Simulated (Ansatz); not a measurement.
# Si with one Si vacancy: vacancy hop

How high is the barrier for the vacancy hop? Relax the two ends, then run a nudged elastic band between them. Host space group diamond, cell charge +2.

Method: DFT PBE, plane waves, PAW, scalar-relativistic, no spin polarisation, in Ansatz 0.2.0.

1 further run of the same task is left out (it didn't finish).

### Step 1. The structure to begin with

The cell holds 63 atoms (Si63): a = 10.860 Å, b = 10.860 Å, c = 10.860 Å, α = 90.00°, β = 90.00°, γ = 90.00°.

Its coordinates follow in the input file.

### Step 2. End point A

input.yaml reads:

```yaml
crystal:
  lattice:
    - [10.86, 0.0, 0.0]
    - [0.0, 10.86, 0.0]
    - [0.0, 0.0, 10.86]
  atoms:
    - { symbol: Si, position: [0.4972137, -0.0003261, 0.005092] }
    - { symbol: Si, position: [0.6278898, 0.1206378, 0.1257213] }
    - { symbol: Si, position: [0.7499547, 0.2523074, -0.0041] }
    - { symbol: Si, position: [0.8758825, 0.3805427, 0.1234848] }
    - { symbol: Si, position: [0.7518574, -0.0056003, 0.2465204] }
    - { symbol: Si, position: [0.8759508, 0.129661, 0.3767766] }
    - { symbol: Si, position: [0.0042302, 0.0014502, 0.0017795] }
    - { symbol: Si, position: [0.1269682, 0.125771, 0.1247588] }
    - { symbol: Si, position: [0.2517679, 0.2448589, -0.0006367] }
    - { symbol: Si, position: [0.377939, 0.377681, 0.1284046] }
    - { symbol: Si, position: [0.4984107, 0.4948557, -0.0003734] }
    - { symbol: Si, position: [0.6252928, 0.6225747, 0.1261173] }
    - { symbol: Si, position: [0.7505421, 0.7505136, 0.0011803] }
    - { symbol: Si, position: [0.870168, 0.8720017, 0.1188785] }
    - { symbol: Si, position: [0.2520347, 0.0086167, 0.2498134] }
    - { symbol: Si, position: [0.3727164, 0.1292622, 0.3774204] }
    - { symbol: Si, position: [0.499463, 0.2515121, 0.2479883] }
    - { symbol: Si, position: [0.6233625, 0.3765458, 0.3714358] }
    - { symbol: Si, position: [0.7545477, 0.500874, 0.251349] }
    - { symbol: Si, position: [0.8769016, 0.6235851, 0.3769199] }
    - { symbol: Si, position: [0.5015533, 0.0031304, 0.5006398] }
    - { symbol: Si, position: [0.6302456, 0.1210652, 0.624961] }
    - { symbol: Si, position: [0.7516782, 0.2538363, 0.4983802] }
    - { symbol: Si, position: [0.8761666, 0.3695432, 0.6218787] }
    - { symbol: Si, position: [0.7452065, 0.0016067, 0.7524127] }
    - { symbol: Si, position: [0.8734877, 0.1248742, 0.8770968] }
    - { symbol: Si, position: [-0.0036841, 0.5027881, -0.0008257] }
    - { symbol: Si, position: [0.1250865, 0.6216971, 0.1263086] }
    - { symbol: Si, position: [0.2453802, 0.7513523, -0.0007283] }
    - { symbol: Si, position: [0.3738028, 0.8744872, 0.1229328] }
    - { symbol: Si, position: [-0.0007325, 0.2466481, 0.2464859] }
    - { symbol: Si, position: [0.12968, 0.374323, 0.3713212] }
    - { symbol: Si, position: [0.2499095, 0.5011781, 0.2462923] }
    - { symbol: Si, position: [0.3754833, 0.6305654, 0.3723811] }
    - { symbol: Si, position: [0.4999503, 0.7502097, 0.2484753] }
    - { symbol: Si, position: [0.6310895, 0.8723546, 0.3745368] }
    - { symbol: Si, position: [0.004345, -0.0064723, 0.4987764] }
    - { symbol: Si, position: [0.1256607, 0.1257957, 0.6224485] }
    - { symbol: Si, position: [0.2484736, 0.2492278, 0.4999081] }
    - { symbol: Si, position: [0.3745111, 0.3691114, 0.6246514] }
    - { symbol: Si, position: [0.5015137, 0.5029511, 0.5007478] }
    - { symbol: Si, position: [0.6261173, 0.6260594, 0.627408] }
    - { symbol: Si, position: [0.749756, 0.7458616, 0.499267] }
    - { symbol: Si, position: [0.8747146, 0.8737521, 0.6264995] }
    - { symbol: Si, position: [0.2475364, -0.0023029, 0.7561835] }
    - { symbol: Si, position: [0.3749434, 0.1204569, 0.8753903] }
    - { symbol: Si, position: [0.4993379, 0.2496519, 0.7483984] }
    - { symbol: Si, position: [0.6239167, 0.3742217, 0.8745108] }
    - { symbol: Si, position: [0.7477177, 0.5001873, 0.7503331] }
    - { symbol: Si, position: [0.8740049, 0.6237347, 0.8745136] }
    - { symbol: Si, position: [-0.0013999, 0.7571494, 0.2492157] }
    - { symbol: Si, position: [-0.0001373, 0.5001722, 0.501686] }
    - { symbol: Si, position: [0.11958, 0.6231458, 0.6223492] }
    - { symbol: Si, position: [0.2489679, 0.7512735, 0.4982799] }
    - { symbol: Si, position: [0.3739646, 0.8790062, 0.6242421] }
    - { symbol: Si, position: [-0.0038215, 0.2475042, 0.7501227] }
    - { symbol: Si, position: [0.1238167, 0.3741266, 0.8762123] }
    - { symbol: Si, position: [0.251038, 0.4996149, 0.7527614] }
    - { symbol: Si, position: [0.3729773, 0.624171, 0.8745985] }
    - { symbol: Si, position: [0.5012537, 0.7549801, 0.748707] }
    - { symbol: Si, position: [0.6241016, 0.8751111, 0.8755288] }
    - { symbol: Si, position: [0.00059, 0.7519044, 0.7520961] }
    - { symbol: Si, position: [0.1319126, 0.8734642, 0.8740704] }
total_charge: 2
basis:
  ecutwfc: 420.0
kpoints:
  mp_grid: { grid: [1, 1, 1] }
hamiltonian:
  xc: pbe
  pseudopotentials: { kind: paw, azcp: { folder: soft_1 } }
scf:
  occupations: { method: fermi_dirac, width: 0.02 }
  lower_state_search: "off"
relax:
  f_tol: 0.03
  max_steps: 60
  adjacent_minimum: "off"
output:
  write_density: true
  write_potential: true
  elf: true
  volumetric_format: npy
```

Command:

```
$ ansatz run input.yaml --threads 4 --pin off --max-ram 10240MiB --backend cpu --events-out ev --progress --plain --runs-dir out
```

Standard output (excerpt; [...] marks lines left out):

```text
Warning: RAYON_NUM_THREADS=4 ignored (pool sized by the plan → 4); use --threads N
[...]
Pseudopotentials: kind: paw
Pseudopotential: Si, paw, valence charge 4, recommended cutoff 420 eV (normal), <dir>
Functional definition: PBE
[...]
Crystal: 63 atoms, lattice volume = 1280.824 Å³
Basis set: ecut = 420 eV, 25173 PW (Γ), exchange–correlation on 150×150×150 points (8 copies of the dense FFT grid, shifted against one another)
Bands: 188, of which v1, the nominal top of the filled ones, is band 125 counted from 1 (124 counted from 0)
Symmetry: 1 space group operations
Space group: P1 (ITA 1), of the structure as read, at distance tolerance 1.1e-4 Å
k-points: 1
[...]
SCF iter   1: F=—  HF=-40065.676835 eV  |F-HF|=—  |Δ(HF+E_count)|=         —  Δρ=4.84e-2  dr2=3.27e1  ethr=3.10e-3  ⟨swp⟩=7.0  Hψ=947  notcnv=0  defer=26
[...]
relax step   1: F+E_penalty+E_count = -40058.47810002 eV  Δ(F+E_penalty+E_count) = +0.000e0 eV  max|allowed force component| = 1.480e0 eV/Å  Δτ_max = 0.0000 Å  (8 SCF iters, dr2 threshold 2.25e-5 eV, accepted)
[...]
relax step   3: F+E_penalty+E_count = -40059.59080418 eV  Δ(F+E_penalty+E_count) = -8.147e-2 eV  max|allowed force component| = 3.335e-2 eV/Å  Δτ_max = 0.0708 Å  (6 SCF iters, dr2 threshold 1.06e-5 eV, accepted)
[...]
relax step   4: F+E_penalty+E_count = -40059.59185658 eV  Δ(F+E_penalty+E_count) = -1.052e-3 eV  max|allowed force component| = 7.147e-3 eV/Å  Δτ_max = 0.0098 Å  (6 SCF iters, accepted)
NSCF: frozen V_eff on 1 k-points
[...]
SCF converged after 6 iterations
Free energy (F): -40059.591857 eV
[...]
E sigma→0 (E₀):  -40059.591857 eV
Fermi energy:    6.236450 eV
[...]
--- Forces (eV/Å), atoms counted from 1 ---
```

### Step 3. The output, continued: end point A relaxed

The log, continued (excerpt; [...] marks lines left out):

```text
  atom   1  Si     0.00194159     0.00195143    -0.00039658
  atom   2  Si     0.00370489    -0.00216361    -0.00059886
  atom   3  Si    -0.00148282    -0.00010773    -0.00186201
  atom   4  Si    -0.00022707    -0.00035753     0.00016770
  atom   5  Si    -0.00140728     0.00040282     0.00059114
  atom   6  Si    -0.00024401    -0.00395003    -0.00226539
  atom   7  Si     0.00118624    -0.00006137     0.00019787
[...]
    - { symbol: Si, position: [0.37507102292280237, 0.6249090271331769, 0.8748761996237305] }
    - { symbol: Si, position: [0.4993778029885529, 0.7483877578672026, 0.7491013998173994] }
    - { symbol: Si, position: [0.6251203803074024, 0.8749324620891993, 0.8747820089489167] }
    - { symbol: Si, position: [0.0002196388576088317, 0.7500903733205194, 0.7504250264482045] }
    - { symbol: Si, position: [0.12507450360453892, 0.8749434874674824, 0.8747226878261565] }
```

It took 26 s on 4 threads of Arm Neoverse V1, shared host; peak memory 1.1 GiB.

Step by step:

```
step  energy from step 1 (eV/cell)  largest force component (eV/Å)
   1                        0.0000                          1.4798
   2                       -1.0312                          0.4127
   3                       -1.1127                          0.0334
   4                       -1.1138                          0.0071
```

Step 1 is the start.

The atom that moved most is Si14, by 0.12 Å.

### Step 4. End point B

The second end starts from a geometry with the move made by hand.

input.yaml reads:

```yaml
crystal:
  lattice:
    - [10.86, 0.0, 0.0]
    - [0.0, 10.86, 0.0]
    - [0.0, 0.0, 10.86]
  atoms:
    - { symbol: Si, position: [0.5, 0.0, 0.0] }
    - { symbol: Si, position: [0.625, 0.125, 0.125] }
    - { symbol: Si, position: [0.75, 0.25, 0.0] }
    - { symbol: Si, position: [0.875, 0.375, 0.125] }
    - { symbol: Si, position: [0.75, 0.0, 0.25] }
    - { symbol: Si, position: [0.875, 0.125, 0.375] }
    - { symbol: Si, position: [0.0, 0.0, 0.0] }
    - { symbol: Si, position: [0.125, 0.125, 0.125] }
    - { symbol: Si, position: [0.25, 0.25, 0.0] }
    - { symbol: Si, position: [0.375, 0.375, 0.125] }
    - { symbol: Si, position: [0.5, 0.5, 0.0] }
    - { symbol: Si, position: [0.625, 0.625, 0.125] }
    - { symbol: Si, position: [0.75, 0.75, 0.0] }
    - { symbol: Si, position: [0.875, 0.875, 0.125] }
    - { symbol: Si, position: [0.25, 0.0, 0.25] }
    - { symbol: Si, position: [0.375, 0.125, 0.375] }
    - { symbol: Si, position: [0.5, 0.25, 0.25] }
    - { symbol: Si, position: [0.625, 0.375, 0.375] }
    - { symbol: Si, position: [0.75, 0.5, 0.25] }
    - { symbol: Si, position: [0.875, 0.625, 0.375] }
    - { symbol: Si, position: [0.5, 0.0, 0.5] }
    - { symbol: Si, position: [0.625, 0.125, 0.625] }
    - { symbol: Si, position: [0.75, 0.25, 0.5] }
    - { symbol: Si, position: [0.875, 0.375, 0.625] }
    - { symbol: Si, position: [0.75, 0.0, 0.75] }
    - { symbol: Si, position: [0.875, 0.125, 0.875] }
    - { symbol: Si, position: [0.0, 0.5, 0.0] }
    - { symbol: Si, position: [0.125, 0.625, 0.125] }
    - { symbol: Si, position: [0.25, 0.75, 0.0] }
    - { symbol: Si, position: [0.375, 0.875, 0.125] }
    - { symbol: Si, position: [0.0, 0.25, 0.25] }
    - { symbol: Si, position: [0.125, 0.375, 0.375] }
    - { symbol: Si, position: [0.25, 0.5, 0.25] }
    - { symbol: Si, position: [0.375, 0.625, 0.375] }
    - { symbol: Si, position: [0.5, 0.75, 0.25] }
    - { symbol: Si, position: [0.625, 0.875, 0.375] }
    - { symbol: Si, position: [0.125, -0.125, 0.375] }
    - { symbol: Si, position: [0.125, 0.125, 0.625] }
    - { symbol: Si, position: [0.25, 0.25, 0.5] }
    - { symbol: Si, position: [0.375, 0.375, 0.625] }
    - { symbol: Si, position: [0.5, 0.5, 0.5] }
    - { symbol: Si, position: [0.625, 0.625, 0.625] }
    - { symbol: Si, position: [0.75, 0.75, 0.5] }
    - { symbol: Si, position: [0.875, 0.875, 0.625] }
    - { symbol: Si, position: [0.25, 0.0, 0.75] }
    - { symbol: Si, position: [0.375, 0.125, 0.875] }
    - { symbol: Si, position: [0.5, 0.25, 0.75] }
    - { symbol: Si, position: [0.625, 0.375, 0.875] }
    - { symbol: Si, position: [0.75, 0.5, 0.75] }
    - { symbol: Si, position: [0.875, 0.625, 0.875] }
    - { symbol: Si, position: [0.0, 0.75, 0.25] }
    - { symbol: Si, position: [0.0, 0.5, 0.5] }
    - { symbol: Si, position: [0.125, 0.625, 0.625] }
    - { symbol: Si, position: [0.25, 0.75, 0.5] }
    - { symbol: Si, position: [0.375, 0.875, 0.625] }
    - { symbol: Si, position: [0.0, 0.25, 0.75] }
    - { symbol: Si, position: [0.125, 0.375, 0.875] }
    - { symbol: Si, position: [0.25, 0.5, 0.75] }
    - { symbol: Si, position: [0.375, 0.625, 0.875] }
    - { symbol: Si, position: [0.5, 0.75, 0.75] }
    - { symbol: Si, position: [0.625, 0.875, 0.875] }
    - { symbol: Si, position: [0.0, 0.75, 0.75] }
    - { symbol: Si, position: [0.125, 0.875, 0.875] }
total_charge: 2
basis:
  ecutwfc: 420.0
kpoints:
  mp_grid: { grid: [1, 1, 1] }
hamiltonian:
  xc: pbe
  pseudopotentials: { kind: paw, azcp: { folder: soft_1 } }
scf:
  occupations: { method: fermi_dirac, width: 0.02 }
  lower_state_search: "off"
relax:
  f_tol: 0.03
  max_steps: 60
  adjacent_minimum: "off"
```

Command:

```
$ ansatz run input.yaml --threads 4 --pin off --max-ram 10240MiB --backend cpu --events-out ev --progress --plain --runs-dir out
```

Standard output (excerpt; [...] marks lines left out):

```text
Warning: RAYON_NUM_THREADS=4 ignored (pool sized by the plan → 4); use --threads N
[...]
[... 3 set-up lines as earlier in the session ...]
[...]
Crystal: 63 atoms, lattice volume = 1280.824 Å³
Basis set: ecut = 420 eV, 25173 PW (Γ), exchange–correlation on 150×150×150 points (8 copies of the dense FFT grid, shifted against one another)
[...]
Fermi energy:    6.236260 eV
[...]
--- Forces (eV/Å), atoms counted from 1 ---
  atom   1  Si     0.00000000     0.00000000     0.00000000
  atom   2  Si    -0.00477921    -0.00623395    -0.00477921
  atom   3  Si     0.00117373    -0.00117373     0.00268442
  atom   4  Si     0.00623395     0.00477921    -0.00477921
  atom   5  Si     0.00746040     0.00244592     0.00746040
  atom   6  Si    -0.00737460     0.00737460    -0.00737460
  atom   7  Si    -0.00000000     0.00000000    -0.00000000
  atom   8  Si    -0.00518216    -0.00518216     0.00190478
[...]
```

### Step 5. The output, continued: end point B relaxed

The log, continued (excerpt; [...] marks lines left out):

```text
  atom  11  Si    -0.00000000     0.00000000     0.00000000
  atom  12  Si     0.00140988     0.00140988     0.00140988
  atom  13  Si     0.00117373     0.00117373    -0.00268442
  atom  14  Si     0.00518216     0.00518216     0.00190478
  atom  15  Si    -0.00746040    -0.00244592     0.00746040
  atom  16  Si    -0.00190478    -0.00518216     0.00518216
  atom  17  Si     0.00268442    -0.00117373     0.00117373
[...]
    - { symbol: Si, position: [0.37516387010858643, 0.6248361298914137, 0.8751638701085865] }
    - { symbol: Si, position: [0.4999426368665386, 0.7499677875536457, 0.7500322124463544] }
    - { symbol: Si, position: [0.6257648652887329, 0.8734491139467697, 0.8742351347112673] }
    - { symbol: Si, position: [0.002024126527436907, 0.7515004497709314, 0.7484995502290688] }
    - { symbol: Si, position: [0.12490709373182335, 0.8750929062681767, 0.8757001296560014] }
```

Wall time 13 s (4 threads of Arm Neoverse V1, shared host); peak memory 1 GiB.

Relaxation path:

```
step  energy from step 1 (eV/cell)  largest force component (eV/Å)
   1                        0.0000                          0.3819
   2                       -0.1174                          0.0851
   3                       -0.1224                          0.0075
```

Step 1 is the start.

The largest move, 0.03 Å, is shared by several atoms, Si43 among them.

[end of part 1 of 3]
